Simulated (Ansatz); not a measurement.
Crystal: AlNi.

```
CELL_PARAMETERS angstrom
2.88100 0.00000 0.00000
0.00000 2.88100 0.00000
0.00000 0.00000 2.88100
ATOMIC_POSITIONS crystal
Ni 0.50000 0.50000 0.50000
Al 0.00000 0.00000 0.00000
```

| Item | Value |
| --- | --- |
| Program | Ansatz 0.2.0 |
| Task | relaxation of cell and atoms |
| Functional | BLYP |
| Potentials or basis | Ansatz PAW |
| Cutoff | 420 eV (not typed: the program's choice for these potentials) |
| k mesh | 9 × 9 × 9 |
| Occupations | fermi-dirac, width 0.05 eV |
| Spin | collinear spin, ferromagnetic start |
| Starting moments | [1.0, 0.0] μB |

At the start: volume 11.96 Å³/atom.

Problem. How do energy, volume and symmetry change on relaxing?

Solution. It ends after 5 steps and the volume is 12.47 Å³/atom (+4.3 %); space group Pm-3m (No. 221, to 0.05 Å); moment 0.00 μB per cell.

The path:
```
step  energy change (eV)  largest force (eV/Å)  volume (Å³)
   1              0.0000                0.0000        23.91
   2             -0.0164                0.0000        24.50
   3             -0.0197                0.0000        24.90
   4             -0.0197                0.0000        24.93
   5             -0.0203                0.0000        24.93
```

Final structure:
```yaml
crystal:
  lattice:
    - [2.92132, 0.00000, 0.00000]
    - [0.00000, 2.92132, 0.00000]
    - [0.00000, 0.00000, 2.92132]
  atoms:
    - { symbol: Ni, position: [0.50000, 0.50000, 0.50000] }
    - { symbol: Al, position: [0.00000, 0.00000, 0.00000] }
```

Caveat: the plane-wave basis is chosen anew once the cell has moved, so the energies of steps on either side of that aren't comparable; the PAW data sets come from PBE, with cores solved anew for the run's functional, which leaves a small shift of forces and pressure; the starting moments weren't kept.
